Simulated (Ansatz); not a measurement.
# Dielectric response of CaO (001) films, part 4 of 5

How well do thin rocksalt CaO (001) films screen a perpendicular field?

Ansatz 0.2.0; plane-wave DFT, PBEsol, Ansatz PAW.

So far. Step 16 (Relaxing in the field, 10 atoms, units 5, field -0.05 …): The dipole is -0.0383 e·Å, and the gap on the mesh 3.075 eV. Step 17 (Response with the atoms relaxed, 10 atoms, units 5): The induced dipole is that of a conductor 11.97 Å thick.

### 18. Relaxing the film, 16 atoms, units 8

This step: plane-wave DFT, PBEsol, Ansatz PAW (Ansatz 0.2.0).

System of this step: CaO (001), 8 units. The cell holds 16 atoms: 8 Ca and 8 O. Cell: a = 3.401 Å, b = 3.401 Å, c = 34.835 Å, α = 90.0°, β = 90.0°, γ = 90.0°. It derives from CaO (rocksalt CaO). Vacuum lies along c.

The next thickness, treated alike, so that differences show the interior and the faces cancel.

input.yaml

```yaml
crystal:
  lattice:
    - [3.40118362, 0.0, 0.0]
    - [0.0, 3.40118362, 0.0]
    - [0.0, 0.0, 34.835]
  atoms:
    - { symbol: Ca, position: [0.5, 0.5, 0.258360844] }
    - { symbol: O, position: [0.0, 0.0, 0.258360844] }
    - { symbol: Ca, position: [0.0, 0.0, 0.3274006028] }
    - { symbol: O, position: [0.5, 0.5, 0.3274006028] }
    - { symbol: Ca, position: [0.5, 0.5, 0.3964403617] }
    - { symbol: O, position: [0.0, 0.0, 0.3964403617] }
    - { symbol: Ca, position: [0.0, 0.0, 0.4654801206] }
    - { symbol: O, position: [0.5, 0.5, 0.4654801206] }
    - { symbol: Ca, position: [0.5, 0.5, 0.5345198794] }
    - { symbol: O, position: [0.0, 0.0, 0.5345198794] }
    - { symbol: Ca, position: [0.0, 0.0, 0.6035596383] }
    - { symbol: O, position: [0.5, 0.5, 0.6035596383] }
    - { symbol: Ca, position: [0.5, 0.5, 0.6725993972] }
    - { symbol: O, position: [0.0, 0.0, 0.6725993972] }
    - { symbol: Ca, position: [0.0, 0.0, 0.741639156] }
    - { symbol: O, position: [0.5, 0.5, 0.741639156] }
kpoints:
  mp_grid: { grid: [8, 8, 1] }
hamiltonian:
  xc: pbesol
scf:
  occupations: { method: fixed }
  convergence: { dr2_threshold: 1.0e-09 }
efield:
  axis: 3
  dipole_correction: true
  ramp_position: 0.97
  ramp_width: 0.06
relax:
  f_tol: 0.003
  max_steps: 100
output:
  write_potential: true
  write_density: true
  volumetric_format: npy
```

Run with:

```console
$ ansatz run input.yaml --threads 4 --pin off --max-ram 6144MiB --backend cpu --events-out ev --progress --plain --runs-dir out
```

Numbers of over 12 decimals in the logs are rounded to 6 here.

What it wrote:

```text
[...]
Crystal: 16 atoms, lattice volume = 402.973 Å³
Basis set: ecut = 420 eV, 7873 PW (Γ), exchange–correlation on 48×48×480 points (8 copies of the dense FFT grid, shifted against one another)
Bands: 80, of which v1, the nominal top of the filled ones, is band 64 counted from 1 (63 counted from 0)
Symmetry: 8 space group operations
k-points: 15 of 64
[...]
- { symbol: O, position: [0.5, 0.5, 0.465926] }
    - { symbol: Ca, position: [0.5, 0.5, 0.534037] }
    - { symbol: O, position: [0, 0.0, 0.534074] }
    - { symbol: Ca, position: [0, 0.0, 0.602147] }
    - { symbol: O, position: [0.5, 0.5, 0.602029] }
    - { symbol: Ca, position: [0.5, 0.5, 0.670273] }
    - { symbol: O, position: [0, 0.0, 0.670584] }
    - { symbol: Ca, position: [0, 0.0, 0.737295] }
    - { symbol: O, position: [0.5, 0.5, 0.736758] }
[key lines of the parts left out:]
SCF converged after 9 iterations
Free energy (F): -18863.729440 eV
Fermi energy:    2.346014 eV
Dipole field:    D = 0.000000 V/Å  (p = 0.000000 e·Å, saw-weighted, corrected)
Work function:   Φ+ = 4.1652 eV   Φ− = 4.1653 eV
```

Run time: 42 s. Hardware: 4 threads of Arm Neoverse V2, shared host; peak memory 1 GiB; 2.8 min of CPU time.

Relaxation path:

```
step  energy less that of the first step (eV)  largest force component (eV/Å)
   1                                   0.0000                          0.2983
   2                                  -0.0546                          0.1592
   3                                  -0.0548                          0.1516
   4                                  -0.0601                          0.0027
```

The run keeps the 8 symmetry operations that it works with, so distortions that break them were not tested.

The atoms that moved most (Å):

```
atom     dx     dy      dz  length
  O2  0.000  0.000   0.170   0.170
 O16  0.000  0.000  -0.170   0.170
Ca15  0.000  0.000  -0.151   0.151
 Ca1  0.000  0.000   0.151   0.151
Ca13  0.000  0.000  -0.081   0.081
 Ca3  0.000  0.000   0.081   0.081
 O14  0.000  0.000  -0.070   0.070
  O4  0.000  0.000   0.070   0.070
```

Running mean over 2.405 Å of the planar mean; the ramp of the sawtooth is left out. Electron's electrostatic potential energy less the highest filled level against z:

z (Å), electron's electrostatic potential energy less the highest filled level (eV) and a bar from the least value:
```
        4       4.17 ##############################
        5       4.16 ##############################
        6       4.14 ##############################
        7       3.84 #############################
        8      -0.19 ##############
        9      -3.65 ##
       10      -4.17 
       11      -3.93 #
       12      -3.91 #
       13      -4.01 #
       14      -3.89 #
       15      -4.08 
       16      -3.88 #
       17      -4.00 #
       18      -3.95 #
       19      -3.90 #
       20      -4.06 
       21      -3.89 #
       22      -4.04 
       23      -3.87 #
       24      -4.04 
       25      -4.05 
       26      -3.52 ##
       27       0.92 ##################
       28       3.95 #############################
       29       4.15 ##############################
       30       4.16 ##############################
       31       4.17 ##############################
```

The relaxation took 4 steps and lowered the energy by 0.060 eV; the largest force on the free atoms ends at 0.0027 eV/Å.

The gap is 3.17 eV, with the valence edge 4.17 eV and the conduction edge 1.00 eV under the upper vacuum level.

### 19. Comparing the runs

Times are for 4 threads of Arm Neoverse V2, shared host. The runs compared:

```
no.  units  gap by band count (eV)  ionisation energy, upper face (eV)  electron affinity, upper face (eV)   time  memory (GiB)
  1      3                   3.000                               4.139                               1.139  9.2 s          0.50
  2      5                   3.124                               4.155                               1.031   22 s          0.69
  3      8                   3.166                               4.165                              0.9994   42 s           1.0
```

The valence density, planar mean (3) oscillates, so the rows of the table below give means over windows of 1 Å about each position, cut where the curve ends. Its maxima inside the range that stand out by 2 % of the span (Å: e/Å³): 9.1: 1.31, 11.4: 1.32, 13.7: 1.31. Its minima: 10.3: 0.110, 12.5: 0.110.

The runs together. Valence density, planar mean against z; means over each step:

```
z (Å)  3 (e/Å³)  5 (e/Å³)  8 (e/Å³)
    5    3.9e-5    3.7e-5    3.2e-5
    6    4.3e-4    4.0e-4    3.6e-4
    7   0.00522   0.00486   0.00420
    8     0.131     0.120    0.0972
    9      1.02     1.000     0.980
   10     0.261     0.289     0.324
   11     0.779     0.748     0.692
   12     0.562     0.591     0.648
   13     0.412     0.342     0.303
   14     0.911     0.966     0.992
   15    0.0656     0.175     0.182
   16   0.00318     0.971     0.942
   17    2.7e-4     0.344     0.378
   18    2.5e-5     0.659     0.552
   19    2.2e-6     0.674     0.784
   20         0    0.0304     0.234
   21         0   0.00183      1.02
   22         0    1.6e-4     0.208
```

### 20. The relaxed film, single point, 16 atoms, units 8

The next thickness, treated alike, so that differences show the interior and the faces cancel.

input.yaml

```yaml
crystal:
  lattice:
    - [3.40118362, 0.0, 0.0]
    - [0.0, 3.40118362, 0.0]
    - [0.0, 0.0, 34.835]
  atoms:
    - { symbol: Ca, position: [0.5, 0.5, 0.2627053008] }
    - { symbol: O, position: [0.0, 0.0, 0.2632415394] }
    - { symbol: Ca, position: [0.0, 0.0, 0.3297266988] }
    - { symbol: O, position: [0.5, 0.5, 0.3294163611] }
    - { symbol: Ca, position: [0.5, 0.5, 0.3978527921] }
    - { symbol: O, position: [0.0, 0.0, 0.3979705138] }
    - { symbol: Ca, position: [0.0, 0.0, 0.4659629329] }
    - { symbol: O, position: [0.5, 0.5, 0.4659257647] }
    - { symbol: Ca, position: [0.5, 0.5, 0.5340370671] }
    - { symbol: O, position: [0.0, 0.0, 0.5340742353] }
    - { symbol: Ca, position: [0.0, 0.0, 0.6021472079] }
    - { symbol: O, position: [0.5, 0.5, 0.6020294864] }
    - { symbol: Ca, position: [0.5, 0.5, 0.6702733011] }
    - { symbol: O, position: [0.0, 0.0, 0.6705836389] }
    - { symbol: Ca, position: [0.0, 0.0, 0.7372946991] }
    - { symbol: O, position: [0.5, 0.5, 0.7367584606] }
kpoints:
  mp_grid: { grid: [8, 8, 1] }
hamiltonian:
  xc: pbesol
scf:
  occupations: { method: fixed }
  convergence: { dr2_threshold: 1.0e-09 }
efield:
  axis: 3
  dipole_correction: true
  ramp_position: 0.97
  ramp_width: 0.06
output:
  eigenvalues: true
  dos: { projected: true, e_range: [-7, 7] }
  write_potential: true
  write_density: true
  volumetric_format: npy
checkpoint:
  write: end8.run
  compress: false
  write_wavefunctions: false
```

What it wrote:

```text
[...]
Crystal: 16 atoms, lattice volume = 402.973 Å³
Basis set: ecut = 420 eV, 7873 PW (Γ)
Bands: 80, of which v1, the nominal top of the filled ones, is band 64 counted from 1 (63 counted from 0)
Symmetry: 8 space group operations
k-points: 15 of 64
[...]
k-point 0: bands = [... 60 lower, 2.3422, 2.3422, 2.3459, 2.3459, 5.5124, 5.5288, 5.7998, 5.9847, ... 12 higher]
  k-point 1: bands = [... 60 lower, 2.0075, 2.1111, 2.1762, 2.1788, 5.7179, 5.7305, 6.2400, 6.4124, ... 12 higher]
  k-point 2: bands = [... 60 lower, 1.7714, 1.8132, 1.8142, 1.9175, 6.2704, 6.2783, 7.3126, 7.4327, ... 12 higher]
  k-point 14: bands = [... 60 lower, 1.8485, 1.8485, 2.0798, 2.0798, 5.9594, 5.9594, 6.4369, 6.4369, ... 12 higher]
[key lines of the parts left out:]
SCF converged after 10 iterations
Free energy (F): -18863.729364 eV
Fermi energy:    2.345910 eV
Dipole field:    D = 0.000001 V/Å  (p = 0.000003 e·Å, saw-weighted, corrected)
Work function:   Φ+ = 4.1653 eV   Φ− = 4.1655 eV
```

The job ended after 17 s (4 threads; peak memory 1.1 GiB).

Running mean over 2.405 Å of the planar mean; the ramp of the sawtooth is left out. The electron's electrostatic potential energy less the highest filled level by z:

```
z (Å)  electron's electrostatic potential energy less the highest filled level (eV)
    4                                                                          4.17
    5                                                                          4.16
    6                                                                          4.14
    7                                                                          3.84
    8                                                                        -0.193
    9                                                                         -3.65
   10                                                                         -4.17
   11                                                                         -3.93
   12                                                                         -3.91
   13                                                                         -4.01
   14                                                                         -3.89
   15                                                                         -4.08
   16                                                                         -3.88
   17                                                                         -4.00
   18                                                                         -3.95
   19                                                                         -3.90
   20                                                                         -4.06
   21                                                                         -3.89
   22                                                                         -4.04
   23                                                                         -3.87
   24                                                                         -4.04
   25                                                                         -4.05
   26                                                                         -3.52
   27                                                                         0.918
   28                                                                          3.95
   29                                                                          4.15
   30                                                                          4.16
   31                                                                          4.17
```

The gap is 3.17 eV, with the valence edge 4.17 eV and the conduction edge 1.00 eV under the upper vacuum level.

### 21. Atoms held, 16 atoms, units 8, field 0.1 V/Å

Edit input.yaml of step 20 so:

```diff
@@ -28,3 +28,3 @@
   occupations: { method: fixed }
-  convergence: { dr2_threshold: 1.0e-09 }
+  convergence: { dr2_threshold: 1.0e-10 }
 efield:
@@ -34,5 +34,4 @@
   ramp_width: 0.06
+  amplitude: 0.1
 output:
-  eigenvalues: true
-  dos: { projected: true, e_range: [-7, 7] }
   write_potential: true
@@ -40,5 +39 @@
   volumetric_format: npy
-checkpoint:
-  write: end8.run
-  compress: false
-  write_wavefunctions: false
```

What it wrote:

```text
[...]
Crystal: 16 atoms, lattice volume = 402.973 Å³
Basis set: ecut = 420 eV, 7873 PW (Γ)
Bands: 80, of which v1, the nominal top of the filled ones, is band 64 counted from 1 (63 counted from 0)
Symmetry: 8 space group operations
k-points: 15 of 64
[...]
k-point 0: bands = [... 60 lower, 2.1862, 2.1862, 2.5422, 2.5422, 5.1609, 5.7540, 5.8598, 5.9907, ... 12 higher]
  k-point 1: bands = [... 60 lower, 2.0163, 2.0358, 2.2330, 2.3772, 5.3611, 6.0677, 6.1919, 6.4176, ... 12 higher]
  k-point 2: bands = [... 60 lower, 1.6450, 1.7497, 2.0065, 2.0161, 5.9135, 6.6180, 7.0856, 7.2582, ... 12 higher]
  k-point 14: bands = [... 60 lower, 1.9090, 1.9763, 1.9763, 2.2672, 5.9366, 5.9366, 6.4393, 6.4393, ... 12 higher]
[key lines of the parts left out:]
SCF converged after 14 iterations
Free energy (F): -18863.734156 eV
Fermi energy:    2.542231 eV
Dipole field:    D = 0.043038 V/Å  (p = 0.095844 e·Å, saw-weighted, corrected)
```

Run time: 21 s. Hardware: 4 threads; peak memory 1.1 GiB; 81 s of CPU time.

The dipole is 0.0958 e·Å, and the gap on the mesh 2.619 eV.

### 22. Single point, 16 atoms, units 8, field -0.1 V/Å

Edit input.yaml of step 21 so:

```diff
@@ -34,3 +34,3 @@
   ramp_width: 0.06
-  amplitude: 0.1
+  amplitude: -0.1
 output:
```

What it wrote:

```text
[...]
Crystal: 16 atoms, lattice volume = 402.973 Å³
Basis set: ecut = 420 eV, 7873 PW (Γ)
Bands: 80, of which v1, the nominal top of the filled ones, is band 64 counted from 1 (63 counted from 0)
Symmetry: 8 space group operations
k-points: 15 of 64
[...]
k-point 0: bands = [... 60 lower, 2.1862, 2.1862, 2.5422, 2.5422, 5.1609, 5.7540, 5.8598, 5.9907, ... 12 higher]
  k-point 1: bands = [... 60 lower, 2.0163, 2.0358, 2.2330, 2.3772, 5.3611, 6.0677, 6.1919, 6.4176, ... 12 higher]
  k-point 2: bands = [... 60 lower, 1.6450, 1.7497, 2.0065, 2.0161, 5.9135, 6.6180, 7.0856, 7.2582, ... 12 higher]
  k-point 14: bands = [... 60 lower, 1.9090, 1.9763, 1.9763, 2.2672, 5.9366, 5.9366, 6.4393, 6.4393, ... 12 higher]
[key lines of the parts left out:]
SCF converged after 14 iterations
Free energy (F): -18863.734156 eV
Fermi energy:    2.542231 eV
Dipole field:    D = -0.043038 V/Å  (p = -0.095844 e·Å, saw-weighted, corrected)
```

Wall time 20 s (4 threads); peak memory 1.1 GiB; 79 s of CPU time.

The dipole is -0.0958 e·Å, and the gap on the mesh 2.619 eV.

### 23. Response with the atoms held, 16 atoms, units 8

This step: plane-wave DFT, PBEsol, Ansatz PAW; response to a field along the normal, atoms held (Ansatz 0.2.0).

Local field over the applied field, running mean. From the potentials at -0.1 and 0.1 V/Å; running mean over 2.405 Å, taken twice. Local field over applied field against z:

```
z (Å)  local field over applied field
  4.5                           0.994
  5.0                           0.985
  5.5                           0.966
  6.0                           0.927
  6.5                           0.858
  7.0                           0.757
  7.5                           0.629
  8.0                           0.494
  8.5                           0.374
  9.0                           0.287
  9.5                           0.236
 10.0                           0.219
 10.5                           0.223
 11.0                           0.233
 11.5                           0.243
 12.0                           0.251
 12.5                           0.257
 13.0                           0.259
 13.5                           0.259
 14.0                           0.258
 14.5                           0.258
 15.0                           0.258
 15.5                           0.258
 16.0                           0.258
 16.5                           0.259
 17.0                           0.259
 17.5                           0.259
 18.0                           0.259
 18.5                           0.258
 19.0                           0.258
 19.5                           0.258
 20.0                           0.258
 20.5                           0.258
 21.0                           0.259
 21.5                           0.259
 22.0                           0.259
 22.5                           0.256
 23.0                           0.249
 23.5                           0.240
 24.0                           0.230
 24.5                           0.221
 25.0                           0.222
 25.5                           0.249
 26.0                           0.312
 26.5                           0.411
 27.0                           0.538
 27.5                           0.674
 28.0                           0.794
 28.5                           0.884
 29.0                           0.942
 29.5                           0.974
 30.0                           0.989
```

The induced dipole is that of a conductor 14.99 Å thick.

### 24. Relaxing in the field, 16 atoms, units 8, field 0.05 V/Å

This step: plane-wave DFT, PBEsol, Ansatz PAW (Ansatz 0.2.0).

The same pair of relaxations in the field for this thickness.

Edit input.yaml of step 22 so:

```diff
@@ -34,3 +34,6 @@
   ramp_width: 0.06
-  amplitude: -0.1
+  amplitude: 0.05
+relax:
+  f_tol: 0.0006
+  max_steps: 70
 output:
```

What it wrote:

```text
[...]
Crystal: 16 atoms, lattice volume = 402.973 Å³
Basis set: ecut = 420 eV, 7873 PW (Γ), exchange–correlation on 48×48×480 points (8 copies of the dense FFT grid, shifted against one another)
Bands: 80, of which v1, the nominal top of the filled ones, is band 64 counted from 1 (63 counted from 0)
Symmetry: 8 space group operations
k-points: 15 of 64
[...]
- { symbol: Ca, position: [0, 0.0, 0.465986] }
    - { symbol: O, position: [0.5, 0.5, 0.465879] }
    - { symbol: Ca, position: [0.5, 0.5, 0.534080] }
    - { symbol: O, position: [0, 0.0, 0.534055] }
    - { symbol: Ca, position: [0, 0.0, 0.602210] }
    - { symbol: O, position: [0.5, 0.5, 0.602020] }
    - { symbol: Ca, position: [0.5, 0.5, 0.670346] }
    - { symbol: O, position: [0, 0.0, 0.670603] }
    - { symbol: Ca, position: [0, 0.0, 0.737397] }
    - { symbol: O, position: [0.5, 0.5, 0.736769] }
[key lines of the parts left out:]
SCF converged after 6 iterations
Free energy (F): -18863.730937 eV
Fermi energy:    2.368485 eV
Dipole field:    D = 0.026689 V/Å  (p = 0.059435 e·Å, saw-weighted, corrected)
```

The job ended after 42 s (4 threads; peak memory 1 GiB).

The relaxation took 4 steps and lowered the energy by 3.0e-4 eV; the largest force on the free atoms ends at 3.6e-4 eV/Å.

The dipole is 0.0594 e·Å, and the gap on the mesh 3.063 eV.

### 25. Field on, atoms free, 16 atoms, units 8, field -0.05 V/Å

The opposite sign, again from the field-free geometry; the difference of the two cancels what relaxes without a field.

Edit input.yaml of step 24 so:

```diff
@@ -34,3 +34,3 @@
   ramp_width: 0.06
-  amplitude: 0.05
+  amplitude: -0.05
 relax:
```

What it wrote:

```text
[...]
Crystal: 16 atoms, lattice volume = 402.973 Å³
Basis set: ecut = 420 eV, 7873 PW (Γ), exchange–correlation on 48×48×480 points (8 copies of the dense FFT grid, shifted against one another)
Bands: 80, of which v1, the nominal top of the filled ones, is band 64 counted from 1 (63 counted from 0)
Symmetry: 8 space group operations
k-points: 15 of 64
[...]
- { symbol: Ca, position: [0, 0.0, 0.465920] }
    - { symbol: O, position: [0.5, 0.5, 0.465945] }
    - { symbol: Ca, position: [0.5, 0.5, 0.534014] }
    - { symbol: O, position: [0, 0.0, 0.534121] }
    - { symbol: Ca, position: [0, 0.0, 0.602139] }
    - { symbol: O, position: [0.5, 0.5, 0.602090] }
    - { symbol: Ca, position: [0.5, 0.5, 0.670290] }
    - { symbol: O, position: [0, 0.0, 0.670656] }
    - { symbol: Ca, position: [0, 0.0, 0.737310] }
    - { symbol: O, position: [0.5, 0.5, 0.736860] }
[key lines of the parts left out:]
SCF converged after 6 iterations
Free energy (F): -18863.730937 eV
Fermi energy:    2.368485 eV
Dipole field:    D = -0.026689 V/Å  (p = -0.059435 e·Å, saw-weighted, corrected)
```

Run time: 42 s. Hardware: 4 threads; peak memory 1 GiB.

The relaxation took 4 steps and lowered the energy by 3.0e-4 eV; the largest force on the free atoms ends at 3.6e-4 eV/Å.

The dipole is -0.0594 e·Å, and the gap on the mesh 3.063 eV.

[end of part 4 of 5]

[Logs are printed without paths, hosts, clocks, repeated set-up lines and the standing remarks that a program may print on its own settings, such as how far it seeks lower states.]

[Hosts, paths, dates, database ids (printed as entryN), source tags and the programs' standing remarks are cut or masked in the printed files.]

[Maps of the electrostatic potential energy from Ansatz leave out the sawtooth potential of an applied field or a dipole correction, so their vacuum need not be flat; planar profiles and work functions include it.]
